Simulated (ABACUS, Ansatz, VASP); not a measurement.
Ni: equilibrium volume by level of theory

**What was measured.** The equilibrium volume of Ni (Fm-3m) is reported as 10.94 Å³/atom at 298 K (a printed reference work). The runs below try to reproduce it.

The structure is cubic, space group Fm-3m (No. 225). Conventional cell: a = 3.475 Å, b = 3.475 Å, c = 3.475 Å, α = 90.00°, β = 90.00°, γ = 90.00°. Ni (site symmetry m-3m) is surrounded by 12 Ni at 2.46 Å.

| rung | level | program and potentials | cutoff (eV) | k mesh | smearing | task | equilibrium volume (Å³/atom) | miss | notes |
| --- | --- | --- | --- | --- | --- | --- | --- | --- | --- |
| GGA | BP86 | ABACUS, SG15 ONCV 1.2 PBE, plane waves | 1333 | 10 × 10 × 10 | fermi-dirac 0.05 | equation of state | 10.94 | +0.0 % | potentials made for PBE; fit through 4 volumes |
| GGA | PBE | Ansatz, Ansatz PAW | 420 | 13 × 13 × 13 | fermi-dirac 0.05 | equation of state | 10.89 | -0.5 % | - |
| GGA | PBE | Ansatz, Ansatz PAW | 420 | 10 × 10 × 10 | fermi-dirac 0.05 | relaxation of cell and atoms | 10.92 | -0.2 % | 18 valence electrons an atom on average |
| GGA | PBE | VASP, PBE PAW files Ni, 520 eV | 520 | 13 × 13 × 13 | fermi-dirac 0.05 | equation of state | 10.88 | -0.5 % | - |
| GGA + dispersion | PBE+D3(zero damping) | VASP, PBE PAW files Ni, 600 eV | 600 | 10 × 10 × 10 | fermi-dirac 0.05 | relaxation of cell and atoms | 10.55 | -3.6 % | 10 valence electrons an atom on average |
| GGA + dispersion | PBE+TS-HI | VASP, PBE PAW files Ni, 600 eV | 600 | 10 × 10 × 10 | fermi-dirac 0.05 | relaxation of cell and atoms | 10.10 | -7.7 % | 10 valence electrons an atom on average |
| GGA | PBEsol | Ansatz, Ansatz PAW | 420 | 13 × 13 × 13 | fermi-dirac 0.05 | equation of state | 10.38 | -5.1 % | potentials made for PBE, which Ansatz adapts in part |
| GGA | revPBE | ABACUS, SG15 ONCV 1.2 PBE, plane waves | 1333 | 10 × 10 × 10 | fermi-dirac 0.05 | relaxation of cell and atoms | 11.33 | +3.6 % | potentials made for PBE; 18 valence electrons an atom on average; far from this level's other runs, cause not traced |

All rows: collinear spin, ferromagnetic start. Smearing widths are in eV. For a metal such meshes aren't converged. Meshes differ between rows, which moves values too. Meshes are those of the run's cell of 1 atom unless a note names another. Relaxations start from the cell shown or near it and stop with a little pressure left. The cell shown, of 10.49 Å³ an atom, is the runs' start and not the measured value. Misses use the values as printed. Runs on faulty files, with rough fits or with known faults for this quantity aren't shown. No row holds spin-orbit coupling.

By rung: GGA 10.38 to 11.33; GGA + dispersion 10.10 to 10.55 (Å³/atom). Measured: 10.94 Å³/atom at 298 K (a printed reference work). Closest is BP86 (+0.0 %), and PBE misses by -0.5 % on plain settings. The runs are for a static lattice, while measurements hold temperature and zero-point motion.
